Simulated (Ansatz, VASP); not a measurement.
# One calculation of Sr, two programs

Contents of INCAR:

```
PREC     = Accurate       # precision mode
ENCUT    = 520            # plane-wave cutoff, eV
EDIFF    = 1E-6           # SCF threshold, eV
ISMEAR   = 0              # smearing method
SIGMA    = 0.15           # smearing width, eV
LREAL    = False          # projectors in reciprocal space
LASPH    = True           # aspherical terms in the spheres
NELM     = 100            # most SCF steps
ALGO     = Normal         # electronic algorithm
ISIF     = 2              # what is computed and relaxed
LWAVE    = False          # write WAVECAR
LCHARG   = False          # write CHGCAR
GGA      = PE             # functional
NBANDS   = 11             # bands
```

Contents of KPOINTS:

```
Automatic mesh
0
Gamma
  14 14 14
```

File POSCAR:

```
Sr
1.0
    0.0000000000      3.0423500000      3.2857380000
    3.0423500000      0.0000000000      3.2857380000
    3.0423500000      3.0423500000      0.0000000000
Sr
1
Direct
    0.0000000000      0.0000000000      0.0000000000
```

Input for Ansatz:

```yaml
crystal:
  lattice:
    - [0.0, 3.04235, 3.285738]
    - [3.04235, 0.0, 3.285738]
    - [3.04235, 3.04235, 0.0]
  atoms:
    - { symbol: Sr, position: [0.0, 0.0, 0.0] }
basis:
  ecutwfc: 420
kpoints:
  mp_grid: { grid: [14, 14, 14] }
hamiltonian:
  xc: pbe
scf:
  occupations: { method: gaussian, width: 0.15 }
output:
  forces: true
  stress: true
  eigenvalues: true
```

Change from the starting cell: strain +0.000 along x and y, +0.080 along z, atoms carried along.

Alike in both runs: task single point; functional PBE; k mesh 14 × 14 × 14; occupations gaussian, width 0.15 eV; no spin polarisation.

|  | VASP | Ansatz |
| --- | --- | --- |
| version | VASP 6.6.1 | Ansatz 0.2.0 |
| potentials or method | VASP PAW PBE potentials, release 64 (Sr_sv) | scalar-relativistic, plane waves, PAW |
| plane-wave cutoff (eV) | 520 | 420 |
| valence electrons in the cell | 10 | 10 |

|  | VASP | Ansatz | Ansatz less VASP |
| --- | --- | --- | --- |
| gap on the k mesh at the Fermi level (eV) | none | none | - |
| pressure (GPa) | -1.0 | -1.0 | 0.00 |
| largest component of the traceless stress (GPa) | 0.37 | 0.37 | 0.000 |

A gap of «none» marks a metal or a gap that the smearing closes.
